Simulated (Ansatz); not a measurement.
## Sc under pressure: fit and missing row

Sc, Fm-3m, a = 4.552 Å. This isn't the element's structure at ambient conditions. Ansatz: PBEsol, PAW, 420 eV, Γ-centred 16×16×16 mesh on 1 atom, Gaussian smearing 0.10 eV; no spin polarisation. Cell and atoms are relaxed at each pressure, and no other structure is tried, so the rows at high pressure may lie past a change of phase.

```tsv
V (Å³/atom)	P (GPa)
?	90.00
14.875	49.98
17.571	25.01
19.889	11.97
22.056	4.01
23.158	1.00
23.578	0.00
24.052	-1.04
```

Task: Take V0 = 23.578 Å³/atom, fit the third-order Birch–Murnaghan form to the other rows, and predict the missing volume.

Result: With the Eulerian strain f = ½[(V0/V)^(2/3) − 1] and y = P/[3f(1 + 2f)^(5/2)], the form is the line y = B0 + 1.5 B0 (B0′ − 4) f. Rows (f, y): 0.17973, 43.0; 0.10829, 47.2; 0.06006, 50.0; 0.02275, 52.6; 0.00603, 53.6; -0.00659, 54.4. Means f = 0.06171, y = 50.133; Σ(Δf)² = 0.02538, ΣΔfΔy = -1.559; the slope is their ratio. y = 53.92 − 61.41 f GPa, so B0 = 53.9 GPa and B0′ = 4 + 2 × (-61.41)/(3 × 53.92) = 3.24. P = 90.00 GPa is met at f = 0.27209 (y = 37.21), so V = V0 (1 + 2f)^(−3/2) = 12.287 Å³/atom. The run gave 12.309 Å³/atom, so the fit is 0.022 Å³/atom too low, 0.19 % of the span of the series, against an rms of 0.008 Å³/atom on the fitted rows. The row lies outside the fitted range. A fourth-order term fitted to the same rows gives P = 91.69 GPa at this row's volume (the line 89.58, the run 90.00), no gain.

The mesh isn't the same in all rows (16×16×16, 18×18×18).